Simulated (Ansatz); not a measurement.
# Al: relaxed-ion elastic tensor

Theory: Ansatz 0.2.0, DFT PBE, scalar-relativistic, plane waves, PAW. Settings: 420 eV plane-wave cutoff, Γ-centred 20×20×20 mesh, Fermi-Dirac smearing of 0.15 eV. No spin polarisation.

Equilibrium structure at this level:
```
Al
1.0
     0.00000    2.02120    2.02120
     2.02120    0.00000    2.02120
     2.02120    2.02120    0.00000
Al
1
Direct
  0.00000 0.00000 0.00000
```

In a metal, frequencies and elastic constants depend on the k mesh and the smearing, soft modes and shear constants most.

Question: Give the relaxed-ion elastic constants (GPa, Voigt order xx yy zz yz xz xy, on the axes of the cell above).

Answer:
```
103.5  63.9  63.9   0.0   0.0   0.0
 63.9 103.5  63.9   0.0   0.0   0.0
 63.9  63.9 103.5   0.0   0.0   0.0
  0.0   0.0   0.0  33.4   0.0   0.0
  0.0   0.0   0.0   0.0  33.4   0.0
  0.0   0.0   0.0   0.0   0.0  33.4
```

Question: Is the crystal stable against homogeneous strain?

Answer: Yes: the least eigenvalue of the tensor is 33.4 GPa.

Question: And the moduli of a polycrystal (Hill averages)?

Answer: B = 77 GPa, G = 27 GPa, E = 73 GPa, ν = 0.34.

Cost: 1 run of about 0.37 core-minutes, on Intel Xeon 6975P-C (Granite Rapids) (shared hosts).